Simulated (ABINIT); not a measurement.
# Sn (Fd-3m) in ABINIT: settings compared

Aim: see how the results for Sn move with the level of theory and the settings. Levels: LDA, PBEsol. Tasks: single point.

Program: ABINIT 10.8.3 (patched build). These are calculated values, not measurements. Logs are shortened: lines on timing, memory, paths and dates and some standing lists are left out, and cuts for length are marked. The log counts tension as positive stress, the text compression.

**1. The crystal as given**

Symmetry: Fd-3m, No. 227, cubic system. Conventional cell: a = 6.467 Å, b = 6.467 Å, c = 6.467 Å, α = 90.00°, β = 90.00°, γ = 90.00°. Sn (site symmetry -43m) has 4 Sn at 2.80 Å as nearest neighbours.

This isn't the form of Sn at room conditions, which is tetragonal (white tin).

**2. Single point, LDA, spin-orbit coupling, no magnetisation (cell stretched)**

The input, run.abi:

```
# Pseudopotentials
pp_dirpath "./"
pseudos "Sn.LDA_PW-JTH_sp.xml"

# Structure
acell 8.7547428802 8.7547428802 8.7547428802
rprim
     0.0000000000     0.7071067812     0.7071067812
     0.7071067812     0.0000000000     0.7071067812
     0.7071067812     0.7071067812     0.0000000000
ntypat 1
znucl 50
natom 2
typat 1 1
xred
     0.7500000000     0.7500000000     0.7500000000
     0.5000000000     0.5000000000     0.5000000000
chkprim 0
chksymtnons 0
tolsym 1.0e-6

# Plane-wave basis
ecut 15.0
pawecutdg 30.0

# k points
kptopt 4
ngkpt 5 5 5
nshiftk 1
shiftk 0.0 0.0 0.0

# Exchange and correlation
ixc 7

# Bands and occupations
nband 16
occopt 3
tsmear 0.00183747

# Spin
nspinor 2
nspden 1
pawspnorb 1

# SCF cycle
nstep 100
tolvrs 1.0e-9

# Output
iomode 3
prtwf 0
prtden 0
prteig 0
prtebands 0
enunit 2
```

Potentials or basis: JTH PAW LDA v2.0 sp.

The run is started by

```
> abinit run.abi > log 2>&1
```

run.abo:

```text
.Version 10.8.3 of ABINIT
 Symmetries : space group F4_1 3 2 (#210); Bravais cF (face-center cubic)
================================================================================
 Values of the parameters that define the memory need of the present run
     intxc =       0    ionmov =       0      iscf =      17    lmnmax =      13
     lnmax =       5     mgfft =      32  mpssoang =       3    mqgrid =    3001
     natom =       2  nloc_mem =       2    nspden =       1   nspinor =       2
    nsppol =       1      nsym =      24    n1xccc =       1    ntypat =       1
    occopt =       3   xclevel =       1
       mpw =        1363          nfft =       32768          nkpt =          10
 PAW method is used; the additional fine FFT grid is defined by:
   mgfftf=        45    nfftf =     91125
================================================================================
================================================================================

--------------------------------------------------------------------------------
------------- Echo of variables that govern the present computation ------------
--------------------------------------------------------------------------------
 -outvars: echo values of preprocessed input variables --------
            acell      8.7547428802E+00  8.7547428802E+00  8.7547428802E+00 Bohr
              amu      1.18710000E+02
          chkprim           0
      chksymtnons           0
             ecut      1.50000000E+01 Hartree
           enunit           2
              ixc           7
           kptopt           4
         kptrlatt        5    0    0      0    5    0      0    0    5
          kptrlen      4.37737144E+01
            natom           2
            nband          16
            ngfft          32      32      32
          ngfftdg          45      45      45
             nkpt          10
          nspinor           2
            nstep         100
             nsym          24
           ntypat           1
           occopt           3
        pawcpxocc           2
        pawecutdg      3.00000000E+01 Hartree
        pawspnorb           1
           prtden           0
        prtebands           0
           prteig           0
            prtwf           0
            rprim      0.0000000000E+00  7.0710678120E-01  7.0710678120E-01
                       7.0710678120E-01  0.0000000000E+00  7.0710678120E-01
                       7.0710678120E-01  7.0710678120E-01  0.0000000000E+00
          spgroup         210
           tolsym      1.00000000E-06
           tolvrs      1.00000000E-09
           tsmear      1.83747000E-03 Hartree
            typat      1  1
           useylm           1
           xangst      4.9138374921E+00  4.9138374921E+00  4.9138374921E+00
                       3.2758916614E+00  3.2758916614E+00  3.2758916614E+00
            xcart      9.2858070874E+00  9.2858070874E+00  9.2858070874E+00
                       6.1905380583E+00  6.1905380583E+00  6.1905380583E+00
             xred      7.5000000000E-01  7.5000000000E-01  7.5000000000E-01
                       5.0000000000E-01  5.0000000000E-01  5.0000000000E-01
            znucl       50.00000

================================================================================

 chkinp: Checking input parameters for consistency.

================================================================================
== DATASET  1 ==================================================================

--- !DatasetInfo
iteration_state: {dtset: 1, }
dimensions: {natom: 2, nkpt: 10, mband: 16, nsppol: 1, nspinor: 2, nspden: 1, mpw: 1363, }
cutoff_energies: {ecut:  15.0, pawecutdg:  30.0, }
electrons: {nelect:   8.00000000E+00, charge:   0.00000000E+00, occopt:   3.00000000E+00, tsmear:   1.83747000E-03, }
meta: {optdriver: 0, ionmov: 0, optcell: 0, iscf: 17, paral_kgb: 0, }
...

 Exchange-correlation functional for the present dataset will be:
  LDA: Perdew-Wang 92 LSD fit to Ceperley-Alder data - ixc=7
  J.P.Perdew and Y.Wang, PRB 45, 13244 (1992)

 Real(R)+Recip(G) space primitive vectors, cartesian coordinates (Bohr,Bohr^-1):
 R(1)=  0.0000000  6.1905381  6.1905381  G(1)= -0.0807684  0.0807684  0.0807684
 R(2)=  6.1905381  0.0000000  6.1905381  G(2)=  0.0807684 -0.0807684  0.0807684
 R(3)=  6.1905381  6.1905381  0.0000000  G(3)=  0.0807684  0.0807684 -0.0807684
 Unit cell volume ucvol=  4.7447703E+02 bohr^3
 Angles (23,13,12)=  6.00000000E+01  6.00000000E+01  6.00000000E+01 degrees

 Coarse grid specifications (used for wave-functions):

 getcut: wavevector=  0.0000  0.0000  0.0000  ngfft=  32  32  32
         ecut(hartree)=     15.000   => boxcut(ratio)=   2.09650

 Fine grid specifications (used for densities):

 getcut: wavevector=  0.0000  0.0000  0.0000  ngfft=  45  45  45
         ecut(hartree)=     30.000   => boxcut(ratio)=   2.03837

--- Pseudopotential description ------------------------------------------------
- pspini: atom type   1  psp file is ./Sn.LDA_PW-JTH_sp.xml
 Pseudopotential format is: paw10
 basis_size (lnmax)=  5 (lmn_size= 13), orbitals=   0   0   1   1   2
 Spheres core radius: rc_sph= 2.70161971
 Shapefunction is SIN type: shapef(r)=[sin(pi*r/rshp)/(pi*r/rshp)]**2
 Radius for shape functions =  2.11181860
 Compensation charge density is not taken into account in XC energy/potential

   4.27795916E+02                                ecore*ucvol(ha*bohr**3)
--------------------------------------------------------------------------------

================================================================================

--- !BeginCycle
iteration_state: {dtset: 1, }
solver: {iscf: 17, nstep: 100, nline: 4, wfoptalg: 10, }
tolerances: {tolvrs: 1.00E-09, }
...

     iter   Etot(hartree)      deltaE(h)  residm     nres2
 ETOT  1  -7.3316669792583    -7.332E+00 1.716E-02 7.318E-01
 ETOT  2  -7.3549715465338    -2.330E-02 2.713E-03 1.406E-01
 ETOT  3  -7.3541281686253     8.434E-04 8.569E-05 3.937E-03
 ETOT  4  -7.3541319720811    -3.803E-06 5.154E-06 1.079E-03
 ETOT  5  -7.3541368434117    -4.871E-06 6.398E-07 1.484E-05
 ETOT  6  -7.3541367194716     1.239E-07 1.418E-07 1.518E-06
 ETOT  7  -7.3541367364278    -1.696E-08 1.375E-08 3.671E-08
 ETOT  8  -7.3541367360029     4.249E-10 3.350E-09 4.046E-10

 At SCF step    8       nres2   =  4.05E-10 < tolvrs=  1.00E-09 =>converged.

 Cartesian components of stress tensor (hartree/bohr^3)
  sigma(1 1)=  4.01536878E-05  sigma(3 2)=  0.00000000E+00
  sigma(2 2)=  4.01536878E-05  sigma(3 1)=  0.00000000E+00
  sigma(3 3)=  4.01536878E-05  sigma(2 1)=  0.00000000E+00

--- !ResultsGS
iteration_state: {dtset: 1, }
comment   : Summary of ground state results
lattice_vectors:
- [  0.0000000,   6.1905381,   6.1905381, ]
- [  6.1905381,   0.0000000,   6.1905381, ]
- [  6.1905381,   6.1905381,   0.0000000, ]
lattice_lengths: [   8.75474,    8.75474,    8.75474, ]
lattice_angles: [ 60.000,  60.000,  60.000, ] # degrees, (23, 13, 12)
lattice_volume:   4.7447703E+02
convergence: {deltae:  4.249E-10, res2:  4.046E-10, residm:  3.350E-09, diffor: null, }
etotal    :  -7.35413674E+00
entropy   :   0.00000000E+00
fermie    :   2.12759688E-02
cartesian_stress_tensor: # hartree/bohr^3
- [  4.01536878E-05,   0.00000000E+00,   0.00000000E+00, ]
- [  0.00000000E+00,   4.01536878E-05,   0.00000000E+00, ]
- [  0.00000000E+00,   0.00000000E+00,   4.01536878E-05, ]
pressure_GPa:  -1.1814E+00
xred      :
- [  7.5000E-01,   7.5000E-01,   7.5000E-01, Sn]
- [  5.0000E-01,   5.0000E-01,   5.0000E-01, Sn]
cartesian_forces: # hartree/bohr
- [ -1.35925444E-30,   1.35925444E-30,   1.35925444E-30, ]
- [  1.35925444E-30,  -1.35925444E-30,  -1.35925444E-30, ]
force_length_stats: {min:   2.35429775E-30, max:   2.35429775E-30, mean:   2.35429775E-30, }
...

 Integrated electronic density in atomic spheres:
 ------------------------------------------------
 Atom  Sphere_radius  Integrated_density
    1        2.70162          2.55954364
    2        2.70162          2.55181236

================================================================================

 ----iterations are completed or convergence reached----

 Mean square residual over all n,k,spin=   40.832E-12; max=  33.500E-10
 reduced coordinates (array xred) for    2 atoms
       0.750000000000      0.750000000000      0.750000000000
       0.500000000000      0.500000000000      0.500000000000
 rms dE/dt=  1.3741E-29; max dE/dt=  3.3658E-29; dE/dt below (all hartree)
    1       0.000000000000      0.000000000000      0.000000000000
    2       0.000000000000      0.000000000000      0.000000000000

 cartesian coordinates (angstrom) at end:
    1      4.91383749214827     4.91383749214827     4.91383749214827
    2      3.27589166143218     3.27589166143218     3.27589166143218

 cartesian forces (hartree/bohr) at end:
    1     -0.00000000000000     0.00000000000000     0.00000000000000
    2      0.00000000000000    -0.00000000000000    -0.00000000000000
 frms,max,avg= 1.3592544E-30 1.3592544E-30   0.000E+00  0.000E+00  0.000E+00 h/b

 cartesian forces (eV/Angstrom) at end:
    1     -0.00000000000000     0.00000000000000     0.00000000000000
    2      0.00000000000000    -0.00000000000000    -0.00000000000000
 frms,max,avg= 6.9895673E-29 6.9895673E-29   0.000E+00  0.000E+00  0.000E+00 e/A
 length scales=  8.754742880200  8.754742880200  8.754742880200 bohr
              =  4.632810416374  4.632810416374  4.632810416374 angstroms
 Fermi (or HOMO) energy (hartree) =   0.02128   Average Vxc (hartree)=  -0.32292
 Eigenvalues (hartree) for nkpt=  10  k points:
 kpt#   1, nband= 16, wtk=  0.00800, kpt=  0.0000  0.0000  0.0000 (reduced coord)
  -0.35738   -0.35738   -0.00896   -0.00896    0.01332    0.01332    0.03842    0.03842
   0.03842    0.03842    0.09415    0.09415    0.11213    0.11213    0.11213    0.11213
      occupation numbers for kpt#   1
   1.00000    1.00000    1.00000    1.00000    0.98701    0.98701    0.00009    0.00009
   0.00009    0.00009    0.00000    0.00000    0.00000    0.00000    0.00000    0.00000
 prteigrs : prtvol=0 or 1, do not print more k-points.

 Fermi (or HOMO) energy (eV) =   0.57895   Average Vxc (eV)=  -8.78714
 Eigenvalues (   eV  ) for nkpt=  10  k points:
 kpt#   1, nband= 16, wtk=  0.00800, kpt=  0.0000  0.0000  0.0000 (reduced coord)
  -9.72475   -9.72475   -0.24369   -0.24369    0.36242    0.36242    1.04558    1.04558
   1.04558    1.04558    2.56191    2.56191    3.05128    3.05128    3.05128    3.05128
 prteigrs : prtvol=0 or 1, do not print more k-points.

--- !EnergyTerms
iteration_state     : {dtset: 1, }
comment             : Components of total free energy in Hartree
kinetic             :  2.36761662501940E+00
hartree             :  5.23584184307681E-01
xc                  : -8.64609428590868E+00
Ewald energy        : -6.96133097763466E+00
psp_core            :  9.01615656394006E-01
local_psp           : -1.89293310642354E+00
PAW spherical_terms :  6.35363424275815E+00
internal            : -7.35390766148764E+00
'-kT*entropy'       : -2.28109937361740E-04
total_energy        : -7.35413577142500E+00
total_energy_eV     : -2.00116228981631E+02
...

--- !EnergyTermsDC
iteration_state     : {dtset: 1, }
comment             : '"Double-counting" decomposition of free energy'
band_energy         : -1.14728600832319E+00
Ewald energy        : -6.96133097763466E+00
psp_core            :  9.01615656394006E-01
xc_dc               : -5.26968798622725E+00
PAW spherical_terms :  5.12278068972555E+00
internal            : -7.35390862606553E+00
'-kT*entropy'       : -2.28109937361740E-04
total_energy_dc     : -7.35413673600289E+00
total_energy_dc_eV  : -2.00116255229133E+02
...

--- !EnergyTermsWithPAWCore
iteration_state     : {dtset: 1, }
comment             : 'Components of total free energy, including PAW core contributions'
Total energy        : -1.23440622694310E+04
Total energy DC     : -1.23440622703956E+04
Total energy (eV)   : -3.35899046257929E+05
Total energy DC (eV): -3.35899046284176E+05
...

 Cartesian components of stress tensor (hartree/bohr^3)
  sigma(1 1)=  4.01536878E-05  sigma(3 2)=  0.00000000E+00
  sigma(2 2)=  4.01536878E-05  sigma(3 1)=  0.00000000E+00
  sigma(3 3)=  4.01536878E-05  sigma(2 1)=  0.00000000E+00

-Cartesian components of stress tensor (GPa)         [Pressure= -1.1814E+00 GPa]
- sigma(1 1)=  1.18136228E+00  sigma(3 2)=  0.00000000E+00
- sigma(2 2)=  1.18136228E+00  sigma(3 1)=  0.00000000E+00
- sigma(3 3)=  1.18136228E+00  sigma(2 1)=  0.00000000E+00

== END DATASET(S) ==============================================================
================================================================================

 -outvars: echo values of variables after computation  --------
            acell      8.7547428802E+00  8.7547428802E+00  8.7547428802E+00 Bohr
           etotal     -7.3541367360E+00
            fcart     -1.3592544369E-30  1.3592544369E-30  1.3592544369E-30
                       1.3592544369E-30 -1.3592544369E-30 -1.3592544369E-30
            rprim      0.0000000000E+00  7.0710678120E-01  7.0710678120E-01
                       7.0710678120E-01  0.0000000000E+00  7.0710678120E-01
                       7.0710678120E-01  7.0710678120E-01  0.0000000000E+00
           strten      4.0153687761E-05  4.0153687761E-05  4.0153687761E-05
                       0.0000000000E+00  0.0000000000E+00  0.0000000000E+00
           xangst      4.9138374921E+00  4.9138374921E+00  4.9138374921E+00
                       3.2758916614E+00  3.2758916614E+00  3.2758916614E+00
             xred      7.5000000000E-01  7.5000000000E-01  7.5000000000E-01
                       5.0000000000E-01  5.0000000000E-01  5.0000000000E-01
 Calculation completed.
```

Wall time 8.2 s (1 thread of Intel Xeon 6975P-C (Granite Rapids), shared host); peak memory 0.09 GiB.

What came out:

```yaml
Free_energy: -200.1163 eV
Pressure: -1.2 GPa
Band_gap_on_the_k_mesh: none (metal or under the smearing width)
```

Levels at points of the mesh, in eV from the Fermi level:
```
           k point  band 6  band 7  band 8  band 9  band 10  band 11
(0.00, 0.00, 0.00)   -0.22    0.47    0.47    0.47     0.47     1.98
```

Caveat: this set keeps more shells in the core, which shifts pressures and gaps; the atomic spheres overlap.

**3. Single point, PBEsol**

The input, run.abi:

```
# Pseudopotentials
pp_dirpath "./"
pseudos "Sn.GGA_PBE-ansatz.xml"

# Structure
acell 3*1.0 Angstrom
rprim
     0.0000000000     3.2333428000     3.2333428000
     3.2333428000     0.0000000000     3.2333428000
     3.2333428000     3.2333428000     0.0000000000
ntypat 1
znucl 50
natom 2
typat 1 1
xred
     0.7500000000     0.7500000000     0.7500000000
     0.5000000000     0.5000000000     0.5000000000

# Plane-wave basis
ecut 12.0
pawecutdg 24.0
pawxcdev 0

# k points
kptopt 1
ngkpt 5 5 5
nshiftk 1
shiftk 0.0 0.0 0.0

# Exchange and correlation
ixc -116133

# Bands and occupations
nband 18
occopt 3
tsmear 0.00183747

# SCF cycle
nstep 100
tolvrs 1.0e-9

# Output
iomode 3
prtwf 0
prtden 0
prteig 0
prtebands 0
enunit 2
```

Potentials or basis: Ansatz PAW PBE default generated set, frozen core.

The run is started by

```
> abinit run.abi > log 2>&1
```

run.abo:

```text
[... set-up lines left out ...]
 ETOT  1  -139.24375314068    -1.392E+02 3.182E-01 8.929E-01
 ETOT  2  -139.41292543214    -1.692E-01 5.360E-02 1.880E-01
 ETOT  3  -139.41190666040     1.019E-03 6.915E-03 1.975E-02
 ETOT  4  -139.41177280654     1.339E-04 8.271E-03 2.643E-03
 ETOT  5  -139.41179434602    -2.154E-05 5.486E-03 6.205E-04
 ETOT  6  -139.41181283994    -1.849E-05 6.567E-03 9.220E-06
 ETOT  7  -139.41181351869    -6.787E-07 2.271E-03 1.845E-07
 ETOT  8  -139.41181352561    -6.929E-09 1.973E-03 2.837E-08
 ETOT  9  -139.41181352621    -5.929E-10 5.163E-04 1.010E-09
 ETOT 10  -139.41181352622    -7.759E-12 4.243E-04 1.762E-10

 At SCF step   10       nres2   =  1.76E-10 < tolvrs=  1.00E-09 =>converged.

 Cartesian components of stress tensor (hartree/bohr^3)
  sigma(1 1)= -4.56882023E-05  sigma(3 2)=  0.00000000E+00
  sigma(2 2)= -4.56882023E-05  sigma(3 1)=  0.00000000E+00
  sigma(3 3)= -4.56882023E-05  sigma(2 1)=  0.00000000E+00

[... 116 lines left out ...]
Total energy (eV)   : -3.25672635823193E+05
Total energy DC (eV): -3.25672635892465E+05
...

 Cartesian components of stress tensor (hartree/bohr^3)
  sigma(1 1)= -4.56882023E-05  sigma(3 2)=  0.00000000E+00
  sigma(2 2)= -4.56882023E-05  sigma(3 1)=  0.00000000E+00
  sigma(3 3)= -4.56882023E-05  sigma(2 1)=  0.00000000E+00

-Cartesian components of stress tensor (GPa)         [Pressure=  1.3442E+00 GPa]
- sigma(1 1)= -1.34419332E+00  sigma(3 2)=  0.00000000E+00
- sigma(2 2)= -1.34419332E+00  sigma(3 1)=  0.00000000E+00
- sigma(3 3)= -1.34419332E+00  sigma(2 1)=  0.00000000E+00

== END DATASET(S) ==============================================================
================================================================================

 -outvars: echo values of variables after computation  --------
            acell      1.8897261259E+00  1.8897261259E+00  1.8897261259E+00 Bohr
           etotal     -1.3941181353E+02
            fcart      1.5062484216E-31 -1.9366051134E-31  2.3669618053E-31
                      -1.5062484216E-31  1.9366051134E-31 -2.3669618053E-31
            rprim      0.0000000000E+00  3.2333428000E+00  3.2333428000E+00
                       3.2333428000E+00  0.0000000000E+00  3.2333428000E+00
                       3.2333428000E+00  3.2333428000E+00  0.0000000000E+00
           strten     -4.5688202340E-05 -4.5688202340E-05 -4.5688202340E-05
                       0.0000000000E+00  0.0000000000E+00  0.0000000000E+00
           xangst      4.8500142000E+00  4.8500142000E+00  4.8500142000E+00
                       3.2333428000E+00  3.2333428000E+00  3.2333428000E+00
             xred      7.5000000000E-01  7.5000000000E-01  7.5000000000E-01
                       5.0000000000E-01  5.0000000000E-01  5.0000000000E-01
 Calculation completed.
```

It took 33 s on 1 thread of Intel Xeon 6975P-C (Granite Rapids), shared host; peak memory 0.22 GiB.

What came out:

- Free energy: -3793.5887 eV
- Pressure: 1.3 GPa
- Band gap on the k mesh: none (metal or under the smearing width)
- Valence electrons inside the program's atomic spheres: Sn 12.36 (radii [1.396] Å)

Levels at points of the mesh, in eV from the Fermi level:
```csv
k point,band 10,band 11,band 12,band 13,band 14,band 15,band 16,band 17,band 18
"(0.00, 0.00, 0.00)",-21.20,-10.66,-0.57,0.13,0.13,0.13,2.19,2.19,2.19
```

Caveat: the PAW data sets were made with another functional, which shifts forces and pressure a little.
